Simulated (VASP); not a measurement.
Here is a VASP 6.6.1 calculation.

Contents of INCAR:

```
SYSTEM = Fe
  PREC = Accurate
  ENCUT = 520
  EDIFF = 1E-6
  ISMEAR = 0
  SIGMA = 0.012
  LREAL = .False.
  LASPH = .True.
  NELM = 150
  ALGO = Normal
  ISIF = 2
  LWAVE = .False.
  LCHARG = .False.
  ISPIN = 2
  MAGMOM = 3
  LORBIT = 11
  LMAXMIX = 4
  GGA = PE
  NBANDS = 14
```

KPOINTS

```
regular mesh
0
Gamma
  13 13 13
  0 0 0
```

The input POSCAR:

```
Fe
1.0
   -1.4430000000      1.4430000000      1.4430000000
    1.4430000000     -1.4430000000      1.4430000000
    1.4430000000      1.4430000000     -1.4430000000
Fe
1
Direct
    0.0000000000      0.0000000000      0.0000000000
```

Potentials or basis: VASP PAW PBE potentials, release 64 (Fe).

Command:

```sh
$ cat potpaw_PBE.64/Fe/POTCAR > POTCAR
$ mpirun -np 1 vasp_std > vasp.out
```

Q: Predict the site moments.

A: Fe +2.29 μB.

Q: Predict the net moment.

A: 2.28 μB per cell.
